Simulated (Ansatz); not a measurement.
# Ta (Im-3m) in Ansatz: further runs, part 2 of 2

Ansatz 0.2.0. The steps go on from the part before.

## Step 3: Relaxation of cell and atoms, r2SCAN

Contents of input.yaml:

```yaml
crystal:
  lattice:
    - [-1.65128, 1.65128, 1.65128]
    - [1.65128, -1.65128, 1.65128]
    - [1.65128, 1.65128, -1.65128]
  atoms:
    - { symbol: Ta, position: [0.0, 0.0, 0.0] }
hamiltonian:
  xc: r2scan
  pseudopotentials: { kind: paw }
kpoints:
  mp_grid: { grid: [11, 11, 11] }
scf:
  occupations: { method: fermi_dirac, width: 0.05 }
output:
  forces: true
  stress: true
  eigenvalues: true
relax:
  f_tol: 0.01
  max_steps: 40
  cell: { stress_tol: 0.05 }
```

Potentials or basis: Ansatz PAW.

Started as:

```
> ansatz run input.yaml --threads 2 --pin off --max-ram 5632MiB --backend cpu --events-out ev --progress --plain --runs-dir out
```

What it wrote:

```text
Warning: RAYON_NUM_THREADS=2 ignored (pool sized by the plan → 2); use --threads N
Engine: ansatz 0.2.0, aarch64-unknown-linux-gnu
Pseudopotentials: kind: paw
Pseudopotential: Ta, paw, valence charge 13, recommended cutoff 500 eV (meta_gga), Ta.paw.azcp
Functional definition: r2SCAN
  parameter k0 = 0.174
  parameter k1 = 0.065
  parameter a1 = 4.9479
  exchange = r2scan_x(k0 = k0, k1 = k1, a1 = a1)
  correlation = r2scan_c
Crystal: 1 atoms, lattice volume = 18.010 Å³
Basis set: ecut = 500 eV, 459 PW (Γ), exchange–correlation on 96×96×96 points (64 copies of the dense FFT grid, shifted against one another)
Bands: 11, of which v1, the nominal top of the filled ones, is band 7 counted from 1 (6 counted from 0)
Symmetry: 48 space group operations
Space group: Im-3m (ITA 229), of the structure as read, at distance tolerance 2.6e-5 Å
k-points: 56 of 1331
Non-local potential: Ta, projectors of the file, l = 0: 3, l = 1: 2, l = 2: 2, l = 3: 1
PAW form: soft (Blöchl's): semilocal exchange-correlation on the pseudo side does not see the compensation charge
PAW frozen core: Ta, regenerated for the run's functional (the file was generated under x = pbe(κ = 0.804, μ = 0.2195149727645171), c = pbe(β = 0.06672455060314922))
PAW one-centre angular grid: Ta, 590 points (default); XC on 160 Gauss nodes
Initial density: superposition of atomic densities (neutral atoms: chi_scale 0, normalization atom), corrected by the library's trained network
Initial wavefunctions: pseudopotential atomic-orbital guess
Functional: x = r2scan, c = r2scan; τ floored in thin density (d = 2e-4 eV/Å³)
SCF iter   1: F=—  HF=-9944.306976 eV  |F-HF|=—  |Δ(HF+E_count)|=         —  Δρ=6.08e-3  dr2=1.70e-3  dr2_τ=1.51e-2  ethr=1.77e-3  ⟨swp⟩=6.0  Hψ=3762  notcnv=0
preconditioner: auto → none  [metal: Δε(μ)=0.022 eV  Ē_g=8.765 eV  σ=0.050 eV  W_gap=0.11  n_scr=0 (ndim 8)  ℏωp=19.6 eV  f_vac=0.000  D(μ)=1.16/eV (n_scr^D=12)]
SCF iter   2: F=—  HF=-9944.324009 eV  |F-HF|=—  |Δ(HF+E_count)|=   1.70e-2  Δρ=3.48e-3  dr2=6.47e-4  dr2_τ=2.25e-4  ethr=1.31e-5  ⟨swp⟩=2.1  Hψ=1621  notcnv=0  defer=9
SCF iter   3: F=—  HF=-9944.324773 eV  |F-HF|=—  |Δ(HF+E_count)|=   7.64e-4  Δρ=3.72e-4  dr2=1.66e-5  dr2_τ=1.32e-5  ethr=4.97e-6  ⟨swp⟩=2.1  Hψ=871  notcnv=0  defer=9
SCF iter   4: F=—  HF=-9944.324768 eV  |F-HF|=—  |Δ(HF+E_count)|=   5.24e-6  Δρ=1.41e-4  dr2=1.50e-6  dr2_τ=8.99e-7  ethr=1.28e-7  ⟨swp⟩=2.6  Hψ=966  notcnv=0  defer=9
SCF iter   5: F=—  HF=-9944.324768 eV  |F-HF|=—  |Δ(HF+E_count)|=   6.76e-7  Δρ=7.90e-5  dr2=4.57e-7  dr2_τ=1.89e-7  ethr=1.15e-8  ⟨swp⟩=1.0  Hψ=607  notcnv=0  defer=9
SCF iter   6: F=-9944.324769 eV  HF=-9944.324769 eV  |F-HF|=1.12e-8  |Δ(HF+E_count)|=   1.99e-7  Δρ=1.60e-5  dr2=2.25e-8  dr2_τ=1.03e-8  ethr=7.69e-10  ⟨swp⟩=3.5  Hψ=2418  notcnv=0
SCF 1 converged in 6 iterations: F = -9944.324769 eV  dr2 = 2.25e-8
relax step   1: F+E_penalty+E_count = -9944.32476867 eV  Δ(F+E_penalty+E_count) = +0.000e0 eV  max|allowed force component| = 0.000e0 eV/Å  Δτ_max = 0.0000 Å  P = +0.060 GPa  Ω = 18.010 Å³  (6 SCF iters, dr2 threshold 1.00e-7 eV, accepted)
Crystal: 1 atoms, lattice volume = 18.032 Å³
Initial density: handed on by an earlier stage of this run
Initial wavefunctions: those handed on with the density
iter 1 solved again at ethr=7.47e-9 eV; its pass at ethr=3.10e-3 eV (dr2=9.71e-7 eV) is discarded
SCF iter   1: F=—  HF=-9944.324730 eV  |F-HF|=—  |Δ(HF+E_count)|=         —  Δρ=7.43e-5  dr2=8.07e-7  dr2_τ=1.60e-5  ethr=7.47e-9  ⟨swp⟩=2.0  Hψ=4195  notcnv=0
preconditioner: auto → none  [metal: Δε(μ)=0.030 eV  Ē_g=8.750 eV  σ=0.050 eV  W_gap=0.15  n_scr=0 (ndim 8)  ℏωp=19.6 eV  f_vac=0.000  D(μ)=1.22/eV (n_scr^D=12)]
SCF iter   2: F=—  HF=-9944.324753 eV  |F-HF|=—  |Δ(HF+E_count)|=   2.29e-5  Δρ=1.73e-5  dr2=1.24e-8  dr2_τ=2.45e-8  ethr=6.21e-9  ⟨swp⟩=2.0  Hψ=980  notcnv=0
SCF iter   3: F=-9944.324753 eV  HF=-9944.324753 eV  |F-HF|=1.54e-8  |Δ(HF+E_count)|=   7.70e-8  Δρ=9.36e-6  dr2=3.63e-9  dr2_τ=1.65e-9  ethr=6.82e-11  ⟨swp⟩=5.8  Hψ=2671  notcnv=0
SCF 2 converged in 3 iterations: F = -9944.324753 eV  dr2 = 3.63e-9
relax step   2: F+E_penalty+E_count = -9944.32475289 eV  Δ(F+E_penalty+E_count) = +1.578e-5 eV  max|allowed force component| = 0.000e0 eV/Å  Δτ_max = 0.0000 Å  P = -0.177 GPa  Ω = 18.032 Å³  energy of the carried Pulay correction = -8.033e-6 eV  (3 SCF iters, dr2 threshold 8.87e-9 eV, rejected (line search))
Crystal: 1 atoms, lattice volume = 18.016 Å³
iter 1 solved again at ethr=3.47e-9 eV; its pass at ethr=3.10e-3 eV (dr2=4.51e-7 eV) is discarded
SCF iter   1: F=—  HF=-9944.324755 eV  |F-HF|=—  |Δ(HF+E_count)|=         —  Δρ=4.50e-5  dr2=3.52e-7  dr2_τ=8.97e-6  ethr=3.47e-9  ⟨swp⟩=2.2  Hψ=4244  notcnv=0
preconditioner: auto → none  [metal: Δε(μ)=0.030 eV  Ē_g=8.758 eV  σ=0.050 eV  W_gap=0.15  n_scr=0 (ndim 8)  ℏωp=19.6 eV  f_vac=0.000  D(μ)=1.21/eV (n_scr^D=12)]
SCF iter   2: F=—  HF=-9944.324768 eV  |F-HF|=—  |Δ(HF+E_count)|=   1.29e-5  Δρ=1.02e-5  dr2=6.80e-9  dr2_τ=1.01e-8  ethr=2.71e-9  ⟨swp⟩=2.0  Hψ=983  notcnv=0
SCF iter   3: F=—  HF=-9944.324768 eV  |F-HF|=—  |Δ(HF+E_count)|=   3.12e-8  Δρ=6.10e-6  dr2=2.34e-9  dr2_τ=5.56e-10  ethr=5.23e-11  ⟨swp⟩=2.2  Hψ=914  notcnv=0
SCF iter   4: F=—  HF=-9944.324768 eV  |F-HF|=—  |Δ(HF+E_count)|=   6.88e-9  Δρ=1.73e-7  dr2=1.98e-12  dr2_τ=1.20e-11  ethr=1.00e-12  ⟨swp⟩=5.0  Hψ=2973  notcnv=0
SCF iter   5: F=-9944.324768 eV  HF=-9944.324768 eV  |F-HF|=1.82e-12  |Δ(HF+E_count)|=  3.64e-12  Δρ=5.90e-8  dr2=3.76e-13  dr2_τ=1.54e-14  ethr=1.00e-12  ⟨swp⟩=5.0  Hψ=2025  notcnv=0
SCF 3 converged in 5 iterations: F = -9944.324768 eV  dr2 = 3.76e-13
relax step   3: F+E_penalty+E_count = -9944.32476762 eV  Δ(F+E_penalty+E_count) = +1.054e-6 eV  max|allowed force component| = 0.000e0 eV/Å  Δτ_max = 0.0000 Å  P = -0.000 GPa  Ω = 18.016 Å³  energy of the carried Pulay correction = -2.025e-6 eV  (5 SCF iters, accepted)
Initial wavefunctions: pseudopotential atomic-orbital guess (no wavefunctions were taken with the density)
iter 1 solved again at ethr=2.33e-8 eV; its pass at ethr=3.10e-3 eV (dr2=3.03e-6 eV) is discarded
SCF iter   1: F=—  HF=-9944.324767 eV  |F-HF|=—  |Δ(HF+E_count)|=         —  Δρ=1.02e-7  dr2=5.68e-13  dr2_τ=3.46e-13  ethr=2.33e-8  ⟨swp⟩=3.3  Hψ=5548  notcnv=0
eigensolver tolerance schedule: the retry pair's looser diagonalisation over-reported the residual by 5327331.65 of it (diagonalisation noise at an unbounded share of the residual, at the tolerance the schedule requests for it); recorded, not acted on — ethr = c·dr2/N_el stays at c = 1.0e-1
SCF iter   2: F=—  HF=-9944.324768 eV  |F-HF|=—  |Δ(HF+E_count)|=   8.72e-7  Δρ=7.62e-8  dr2=5.79e-13  dr2_τ=2.76e-13  ethr=1.00e-12  ⟨swp⟩=9.1  Hψ=3577  notcnv=0
SCF iter   3: F=-9944.324768 eV  HF=-9944.324768 eV  |F-HF|=5.46e-12  |Δ(HF+E_count)|=    0.00e0  Δρ=5.39e-8  dr2=2.44e-13  dr2_τ=6.08e-14  ethr=1.00e-12  ⟨swp⟩=3.1  Hψ=1988  notcnv=0
SCF 4 converged in 3 iterations: F = -9944.324768 eV  dr2 = 2.44e-13
relax step   4: F+E_penalty+E_count = -9944.32476762 eV  Δ(F+E_penalty+E_count) = -1.091e-11 eV  max|allowed force component| = 0.000e0 eV/Å  Δτ_max = 0.0000 Å  P = -0.000 GPa  Ω = 18.016 Å³  stress off target by 4.14e-4 GPa  SCF on the basis re-selected at this cell (its energy is not comparable with the rows above)  (3 SCF iters)
basis re-selected at this cell: Δ(F+E_penalty+E_count) = -1.091e-11 eV, ΔP = +0.000 GPa vs the last step (what re-selecting the basis moved, of the pressure what is left beyond the Pulay correction that the steps carried, after the strain that the cell walked since its last selection, with what the two solves' SCF thresholds leave and, on support functions, any second-order correction that the steps lacked; it is no measure of the basis error at this ecutwfc). This SCF's stress stands 4.14e-4 GPa from its target on what of the cell is left free (relax.cell.stress_tol is 5.00e-2 GPa) and its largest allowed force component is 0.00e0 eV/Å (relax.f_tol is 1.00e-2 eV/Å): within both
SCF converged after 3 iterations
Free energy (F): -9944.324768 eV
Harris-Foulkes:  -9944.324768 eV  (|F-HF|=5.46e-12)
Internal energy: -9944.314891 eV  (E = F + TS)
E sigma→0 (E₀):  -9944.319829 eV
Entropy (-TS):   -0.009876 eV (-9.876 meV/atom)
Fermi energy:    18.452969 eV
--- Per-component energies (eV) ---
  E_band       = -116.497254
  E_kinetic    = 366.976010
  E_local      = -547.781131  (includes V_loc(G=0)·N_el)
  E_nonlocal   = 15.044556
  E_hartree    = 190.311683
  E_xc         = -204.416232
  E_vxc        = -222.084781  (∫ρ·V_xc dr)
  E_paw        = -8423.014628  (= ΣΔE_a)
  E_vpaw       = -120.503347  (= ΣTr[D̂ρ^β])
  E_aug_tail   = 0.000085  (compensation charges beyond the density's cutoff)
  E_vtau       = 11.227980  (kinetic-family band-sum trace: ∫τ·v_τ [+ j·A + Jᵃ·Aᵃ] dr)
  E_ewald      = -1340.678954
  E_core_change = -0.756280  (= ΣΔE_core)
  E_smearing   = -0.009876  (= −TS)
  E_closure    = -0.000000  (closes the sum)
  Σ components = -9944.324768   (vs F -9944.324768, Δ=0.00e0)
--- Forces (eV/Å), atoms counted from 1 ---
  atom   1  Ta     0.00000000    -0.00000000     0.00000000
  max |Σ_I F_I| component: 1.12e-30 eV/Å
--- Stress (GPa, compression-positive) ---
       -0.000414      -0.000000       0.000000
       -0.000000      -0.000414       0.000000
       -0.000000      -0.000000      -0.000414
  P = ⅓ Tr σ = -0.0004 GPa (-0.004 kbar)
--- Band table (eV; the first three rows and the last of 56) ---
  k-point 0: bands = ["-50.4189", "-15.6845", "-15.6845", "-15.6845", "10.1862", "19.3230", "19.3230", "19.3230", "22.8059", "22.8059", "33.7596"]
  k-point 1: bands = ["-50.4089", "-15.7905", "-15.7169", "-15.6850", "10.5651", "19.0752", "19.2327", "19.6960", "22.4347", "22.8054", "34.0858"]
  k-point 2: bands = ["-50.3821", "-16.0675", "-15.8028", "-15.6867", "11.5937", "18.4762", "18.8152", "20.7822", "22.0568", "22.8568", "34.5330"]
  k-point 55: bands = ["-50.2025", "-16.5403", "-16.5211", "-16.5211", "14.6415", "14.6802", "24.5415", "24.5415", "25.3951", "26.8575", "28.7073"]
--- Relaxed structure (3 steps of the walk, 2 accepted, 1 SCFs on fresh bases) ---
  F+E_penalty+E_count = -9944.32476762 eV   max|allowed force component| = 0.000e0 eV/Å   (the final SCF, on the basis selected at the relaxed cell)
  cell:  # Å, volume = 18.0157 Å³
    - [-1.651443183809716, 1.651443183809716, 1.651443183809716]
    - [1.651443183809716, -1.651443183809716, 1.651443183809716]
    - [1.651443183809716, 1.651443183809716, -1.651443183809716]
  atoms:
    - { symbol: Ta, position: [0.0, 0.0, 0.0] }
```

It took 4.1 s on 2 threads of Arm Neoverse V2, shared host; peak memory 0.33 GiB.

What came out:

```
Free energy                            : -9944.3248 eV
Relaxed volume                         : 18.02 Å³/atom
Relaxed cell                           : a = 2.860 Å, b = 2.860 Å, c = 2.860 Å, α = 109.47°, β = 109.47°, γ = 109.47°
Space group after relaxing (to 0.05 Å) : Im-3m (No. 229)
Energy gained by relaxing              : 0.0 meV/atom
Ionic steps                            : 3
Pressure after relaxing                : 0.0 GPa
Band gap on the k mesh                 : none (metal or under the smearing width)
```

Final structure:
```
CELL_PARAMETERS angstrom
-1.65144 1.65144 1.65144
1.65144 -1.65144 1.65144
1.65144 1.65144 -1.65144
ATOMIC_POSITIONS crystal
Ta 0.00000 0.00000 0.00000
```

Caveat: the plane-wave basis is chosen anew once the cell has moved, so the energies of steps on either side of that aren't comparable; the PAW data sets come from PBE, with cores solved anew for the run's functional, which leaves a small shift of forces and pressure.
